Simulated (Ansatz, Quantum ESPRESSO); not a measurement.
# honeycomb InAs, 2 layers, AA stacking in an electric field, part 6 of 6

How does honeycomb InAs, 2 layers, AA stacking respond to a gate-like field without added charge?

Quantum ESPRESSO 7.5; plane-wave DFT, LDA, GBRV ultrasoft pseudopotentials; geometry and cross-check by Ansatz 0.2.0 with PAW datasets.

So far. Step 14 (Valence density): The density integrates to 36.000 electrons, as the 36 of the input ask. Step 19 (The same in Ansatz: field 0.1 V/Å): At 0.1 V/Å Ansatz's dipole is 0.2119 e Å against 0.1928 from pw.x, under another functional.

### 22. Ground state, with smearing = mp, degauss = 0.002 and nosym = True

A sensitivity test on the input.

Level of this step: plane-wave DFT, LDA, GBRV ultrasoft pseudopotentials (Quantum ESPRESSO 7.5).

f1.w0.in

```
&control
  prefix = 'f1.w0'
  outdir = './out'
  pseudo_dir = './pseudo'
  calculation = 'scf'
  tprnfor = .true.
  tefield = .true.
  dipfield = .true.
/
&system
  ibrav = 0
  nat = 4
  ntyp = 2
  ecutwfc = 40
  ecutrho = 200
  occupations = 'smearing'
  smearing = 'mp'
  degauss = 0.002
  edir = 3
  emaxpos = 0.97
  eopreg = 0.04
  eamp = 0.00194469
  nosym = .true.
/
&electrons
  conv_thr = 1e-09
  mixing_beta = 0.4
  electron_maxstep = 120
  mixing_mode = 'plain'
/
ATOMIC_SPECIES
  As  74.9216  as_lda_v1.uspp.F.UPF
  In  114.8180  in_lda_v1.4.uspp.F.UPF
CELL_PARAMETERS angstrom
  4.32491315612067 -0.00000000000000 -0.00000000000000
  -2.16245657806033 3.74548466236203 0.00000000000000
  -0.00000000000000 -0.00000000000000 21.62000000000000
ATOMIC_POSITIONS crystal
  As  0.666666666667 0.333333333333 0.382647495631
  In  0.333333333333 0.666666666667 0.415073543986
  As  0.666666666667 0.333333333333 0.584825317193
  In  0.333333333333 0.666666666667 0.617453643190
K_POINTS automatic
  6 6 1 0 0 0
```

The run is started by

```console
$ OMP_NUM_THREADS=1 mpirun -n 4 pw.x -nk 2 -in f1.w0.in > f1.w0.out
```

What it wrote:

```text
[banner, memory and clock lines left out]
Program PWSCF v.7.5 starts

          URL

     bravais-lattice index     =            0
     lattice parameter (alat)  =       8.1729  a.u.
     unit-cell volume          =    2363.4026 (a.u.)^3
     number of atoms/cell      =            4
     number of atomic types    =            2
     number of electrons       =        36.00
     number of Kohn-Sham states=           22
     kinetic-energy cutoff     =      40.0000  Ry
     charge density cutoff     =     200.0000  Ry
     scf convergence threshold =      1.0E-09
     mixing beta               =       0.4000
     number of iterations used =            8  plain     mixing
     Exchange-correlation=  SLA  PZ   NOGX NOGC
                           (   1   1   0   0   0   0   0)

     celldm(1)=   8.172901  celldm(2)=   0.000000  celldm(3)=   0.000000
     celldm(4)=   0.000000  celldm(5)=   0.000000  celldm(6)=   0.000000

     crystal axes: (cart. coord. in units of alat)
               a(1) = (   1.000000  -0.000000  -0.000000 )
               a(2) = (  -0.500000   0.866025   0.000000 )
               a(3) = (  -0.000000  -0.000000   4.998944 )

     reciprocal axes: (cart. coord. in units 2 pi/alat)
               b(1) = (  1.000000  0.577350  0.000000 )
               b(2) = (  0.000000  1.154701  0.000000 )
               b(3) = (  0.000000  0.000000  0.200042 )

     PseudoPot. # 1 for As read from file:
     ./pseudo/as_lda_v1.uspp.F.UPF
     Pseudo is Ultrasoft + core correction, Zval =  5.0
     Generated by new atomic code, or converted to UPF format
     Using radial grid of  875 points,  6 beta functions with:
                l(1) =   0
                l(2) =   0
                l(3) =   1
                l(4) =   1
                l(5) =   2
                l(6) =   2
     Q(r) pseudized with  8 coefficients,  rinner =    1.300   1.300   1.300
                                                       1.300   1.300

     PseudoPot. # 2 for In read from file:
     ./pseudo/in_lda_v1.4.uspp.F.UPF
     Pseudo is Ultrasoft + core correction, Zval = 13.0
     Generated by new atomic code, or converted to UPF format
     Using radial grid of  889 points,  6 beta functions with:
                l(1) =   0
                l(2) =   0
                l(3) =   1
                l(4) =   1
                l(5) =   2
                l(6) =   2
     Q(r) pseudized with  6 coefficients,  rinner =    1.400   1.400   1.400
                                                       1.400   1.400

     atomic species   valence    mass     pseudopotential
     As                5.00    74.92160     As( 1.00)
     In               13.00   114.81800     In( 1.00)

     No symmetry found

   Cartesian axes

     site n.     atom                  positions (alat units)
[...]
Adding external electric field

     Computed dipole along edir(3) :
        Dipole                0.3832 Ry au,          0.9741 Debye
        Dipole field          0.0020 Ry au,

        E field amplitude [Ha a.u.]:  1.9447E-03
        Potential amp.       -0.0073 Ry
        Total length         39.2216 bohr

     WARNING: integrated charge=    36.00011248, expected=    36.00000000

     total energy              =    -345.73751525 Ry
     estimated scf accuracy    <          7.0E-09 Ry

     iteration #117     ecut=    40.00 Ry     beta= 0.40
     Davidson diagonalization with overlap
     ethr =  3.97E-12,  avg # of iterations =  1.0

     negative rho (up, down):  2.969E-04 0.000E+00

     Adding external electric field

     Computed dipole along edir(3) :
        Dipole                0.3831 Ry au,          0.9737 Debye
        Dipole field          0.0020 Ry au,

        E field amplitude [Ha a.u.]:  1.9447E-03
        Potential amp.       -0.0072 Ry
        Total length         39.2216 bohr

     total energy              =    -345.73751524 Ry
     estimated scf accuracy    <          7.1E-09 Ry

     iteration #118     ecut=    40.00 Ry     beta= 0.40
     Davidson diagonalization with overlap
     ethr =  3.97E-12,  avg # of iterations =  3.4

     negative rho (up, down):  2.969E-04 0.000E+00

     Adding external electric field

     Computed dipole along edir(3) :
        Dipole                0.3833 Ry au,          0.9741 Debye
        Dipole field          0.0020 Ry au,

        E field amplitude [Ha a.u.]:  1.9447E-03
        Potential amp.       -0.0073 Ry
        Total length         39.2216 bohr

     WARNING: integrated charge=    36.00011883, expected=    36.00000000

     total energy              =    -345.73770229 Ry
     estimated scf accuracy    <       0.00000217 Ry

     iteration #119     ecut=    40.00 Ry     beta= 0.40
     Davidson diagonalization with overlap
     ethr =  3.97E-12,  avg # of iterations =  3.6

     negative rho (up, down):  2.969E-04 0.000E+00

     Adding external electric field

     Computed dipole along edir(3) :
        Dipole                0.3832 Ry au,          0.9741 Debye
        Dipole field          0.0020 Ry au,

        E field amplitude [Ha a.u.]:  1.9447E-03
        Potential amp.       -0.0073 Ry
        Total length         39.2216 bohr

     WARNING: integrated charge=    36.00011674, expected=    36.00000000

     total energy              =    -345.73751525 Ry
     estimated scf accuracy    <          7.7E-09 Ry

     iteration #120     ecut=    40.00 Ry     beta= 0.40
     Davidson diagonalization with overlap
     ethr =  3.97E-12,  avg # of iterations =  1.0

     negative rho (up, down):  2.969E-04 0.000E+00

     Adding external electric field

     Computed dipole along edir(3) :
        Dipole                0.3832 Ry au,          0.9741 Debye
        Dipole field          0.0020 Ry au,

        E field amplitude [Ha a.u.]:  1.9447E-03
        Potential amp.       -0.0073 Ry
        Total length         39.2216 bohr

     WARNING: integrated charge=    36.00011584, expected=    36.00000000

     total energy              =    -345.73751525 Ry
     estimated scf accuracy    <          7.5E-09 Ry

     End of self-consistent calculation

     convergence NOT achieved after 120 iterations: stopping

     XML data file, charge density

                                        0.00s GPU  (    3711 calls)
```

Elapsed: 5.2 min, on 4 MPI ranks of Arm Neoverse V1, shared host; peak memory 0.68 GiB.

The run ended without convergence. The estimated SCF accuracy went from 12.2 Ry in the first cycle kept to 1.4e-09 Ry at best and 7.5e-09 Ry in the last.

More iterations help only where the error still falls; otherwise the mixing, the start or the set-up has to change.

### 23. A check by hand

α = Δp/E = (0.19283 − (0.12756)) e Å / 0.1 V/Å = 0.6527 e Å²/V; times e/(4πε₀) = 14.40 V Å this is 9.398 Å³. With A = 16.199 Å², 4πα/A = 7.291 Å.

### 24. Results

- polarisability along the normal, a cell: 9.40 Å³
- sheet polarisability 4πα/A: 7.29 Å
- dipole without a field: 0.128 e·Å
- Kohn-Sham ionisation potential, upper face: 4.16 eV
- gap along the path at 0 V/Å: 0.13 eV
- gap along the path at 0.2 V/Å: 0.19 eV
- gap along the path at 0.3 V/Å: 0.23 eV

The sheet answers a field with a polarisability of 9.40 Å³ a cell, or 4πα/A = 7.29 Å (LDA, GBRV ultrasoft). In pw.x the dipole follows the field linearly over the range tried. A perfect conductor 7.29 Å thick would screen alike; the outer atoms lie 5.08 Å apart. At 0.1 V/Å the sheet takes 0.729 eV off the potential drop. At 0.2 V/Å the gap along the path goes from 0.13 to 0.19 eV. Quantum ESPRESSO and Ansatz give 9.400 and 9.425 Å³ for the polarisability (pw.x from 0 and 0.1 V/Å, Ansatz from ±0.1 V/Å, under PBE), which agree. The ions stay at their zero-field places, so this is the electrons' response alone. Semilocal gaps are too small, and in strong fields empty levels can belong to the vacuum. Spin-orbit coupling is left out; depending on the atoms that carry the levels of interest, it can split and shift them by tens to hundreds of meV.

[Logs are printed without paths, hosts, clocks, repeated set-up lines and the standing remarks that a program may print on its own settings, such as how far it seeks lower states.]

[Hosts, paths, dates, database ids (printed as entryN), source tags and the programs' standing remarks are cut or masked in the printed files.]

[Maps of the electrostatic potential energy from Ansatz leave out the sawtooth potential of an applied field or a dipole correction, so their vacuum need not be flat; planar profiles and work functions include it.]
